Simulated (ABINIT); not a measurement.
Runs of ABINIT 10.8.3 (patched build) on TiAl3. It takes space group I4/mmm (No. 139, tetragonal). The conventional cell has a = 3.822 Å, b = 3.822 Å, c = 8.561 Å, α = 90.00°, β = 90.00°, γ = 90.00°. Around Ti (site symmetry 4/mmm) lie 12 Al at 2.70 to 2.87 Å. Around Al (site symmetry -4m2) lie 8 Al at 2.70 to 2.87 Å and 4 Ti at 2.87 Å. Al (site symmetry 4/mmm) has 4 Ti at 2.70 Å and 8 Al at 2.87 Å as nearest neighbours. The cell comes from a database or a generator and needn't be the stable form of this composition.

```csv
task,level,potentials or basis,cell,k mesh,cutoff (eV),cell freedom (optcell),cutoff smearing ecutsm (Ha),optimiser (ionmov),force stop (Ha/bohr),fine-grid cutoff,mesh quality,gap on the mesh (eV),pressure (GPa),relaxed volume (Å³/atom)
relaxation of cell and atoms,WC,JTH PAW PBE v2.0,relaxed,6 × 6 × 6,490,2,0.5,2,0.0001,979.61 eV,coarse,none,0.0,15.64
relaxation of cell and atoms,revPBE,JTH PAW PBE v2.0,relaxed,6 × 6 × 6,490,2,0.5,2,0.0001,979.61 eV,coarse,none,0.0,16.17
single point,PBEsol,PseudoDojo NC SR PBEsol v0.4.1 standard,as given,10 × 10 × 10,1143,-,-,-,-,-,not flagged,none,-0.6,-
single point,PBEsol,PseudoDojo NC SR PBEsol v0.4.1 standard,"atoms moved at random, drawn with an rms of 0.05 Å",10 × 10 × 10,1143,-,-,-,-,-,not flagged,none,-0.4,-
relaxation of cell and atoms,PW91,JTH PAW PBE v2.0,relaxed,6 × 6 × 6,490,2,0.5,2,0.0001,979.61 eV,coarse,none,0.0,(a)
```

Alike in all rows: no spin polarisation; smearing fermi-dirac 0.05 eV.

Estimate the missing entries.

(a) 15.96.

Caveats: some runs use coarse meshes; the PAW data sets were made with another functional, which shifts forces and pressure a little (some runs).

A gap of «none» marks a metal or a gap under the smearing width.

Runs at the PBE level aren't shown here.
